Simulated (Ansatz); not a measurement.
HfO2 built on the fluorite prototype, relaxed with r2SCAN in the plane-wave code Ansatz: space group Fm-3m (No. 225), cubic; conventional cell a = 5.058 Å, 10.79 Å³ an atom. Hf has 8 O at 2.19 Å; O has 4 Hf at 2.19 Å. It was then strained (isotropic on every length). Unstrained, HSE06 gives 5.409 eV (X, 6×6×6 mesh), and the band edges keep their places in every row. Stress is positive in compression. The values are computed, spin-unpolarised, and not measurements.

| strain (%) | ln(V/V₀) | ΔE_g, HSE06 (eV) | Δpressure, r2SCAN (GPa) |
| --- | --- | --- | --- |
| -4.0 | -0.1225 | +0.339 | +42.79 |
| -2.0 | -0.0606 | +0.172 | +18.63 |
| +1.0 | +0.0299 | -0.088 | -7.60 |
| +2.0 | +0.0594 | -0.175 | -14.22 |
| +2.53 | +0.0750 | -0.222 | -17.36 |
| +3.0 | +0.0887 | -0.264 | -19.96 |
| +4.0 | +0.1177 | -0.354 | -24.91 |

Fit ΔE_g = a x + b x² to these rows by least squares, with x = ln(V/V₀).
The normal equations take Σx² = 5.045e-02, Σx³ = 9.258e-04, Σx⁴ = 5.374e-04, ΣxΔE = -1.467e-01 and Σx²ΔE = -3.207e-03, and give a = -2.89 eV, b = -1.0 eV; the largest residual is 0.001 eV. a is the volume deformation potential of this gap.

Fit the change of pressure in the same way.
Δpressure = -277.2 x + (578) x² GPa. So B₀ = 277.2 GPa and B′ ≈ 2 × 578/277.2 = 4.2; two terms over so wide a range bias B₀ by a few per cent and B′ by more; the gap's pressure coefficient at zero is −a/B₀ = +10 meV/GPa, with HSE06's a and r2SCAN's B₀.

Predict the withheld row at -3.0 % (x = -0.0914).
ΔE_g ≈ -2.89 × (-0.0914) + (-1.0) × (-0.0914)² = +0.256 eV, and Δpressure ≈ +30.16 GPa. The runs give +0.257 eV and +29.94 GPa, off by +0.001 eV and -0.22 GPa.

No spin-orbit coupling is included; it can move band edges with weight on the heavy atoms by tenths of an eV.

The meshes of the hybrids are coarse, so their gaps aren't converged to the digits shown.
